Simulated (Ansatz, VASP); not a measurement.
# Hf in VASP and in Ansatz

```
Hf
1.0
    -1.79075    1.79075    1.79075
     1.79075   -1.79075    1.79075
     1.79075    1.79075   -1.79075
Hf
1
Direct
  0.00000 0.00000 0.00000
```

Change from the starting cell: functional pbe, volume scaled by 1.04.

Alike in both runs: task single point; functional PBE; k mesh 14 × 14 × 14; occupations fermi-dirac, width 0.05 eV; no spin polarisation.

```csv
,VASP,Ansatz
version,VASP 6.6.1,Ansatz 0.2.0
potentials or method,"VASP PAW PBE potentials, release 64 (Hf_pv), cutoff 520 eV","all-electron LAPW, scalar-relativistic"
```

|  | VASP | Ansatz | Ansatz less VASP |
| --- | --- | --- | --- |
| pressure (GPa) | -3.2 | -2.8 | +0.37 |

Ansatz ran all-electron here, so the differences hold the error of VASP's frozen core and of both bases.

The runs have no spin-orbit coupling, so splittings on Hf are missing.
